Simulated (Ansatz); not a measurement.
The system is BaTiO3.

```
CELL_PARAMETERS angstrom
3.99980 0.00000 0.00000
0.00000 3.99980 0.00000
0.00000 0.00000 4.01800
ATOMIC_POSITIONS crystal
Ba 0.00000 0.00000 0.00000
Ti 0.50000 0.50000 0.49000
O 0.00000 0.50000 0.51700
O 0.50000 0.00000 0.51700
O 0.50000 0.50000 0.01900
```

Program: Ansatz 0.2.0. Alike in all runs: potentials or basis Ansatz PAW; cell as given; cutoff (eV) 420. Hardware: 2 threads of Intel(R) Xeon(R) Processor @ 2.50GHz (Skylake/Cascade Lake), with other jobs on the host.

Q: Order these runs on this cell by their wall time, lowest first.
A. task band structure; level PBE; spin SOC, no magnetisation; k mesh 5 × 5 × 5; smearing fermi-dirac 0.05 eV; points for each segment of the path 14
B. task single point; level PBE; spin off; k mesh 7 × 7 × 7; smearing gaussian 0.011 eV
C. task band structure; level LDA; spin off; k mesh 7 × 7 × 7; smearing fermi-dirac 0.05 eV; points for each segment of the path 14

A: B (8.2 s), C (23 s), A (84 s).
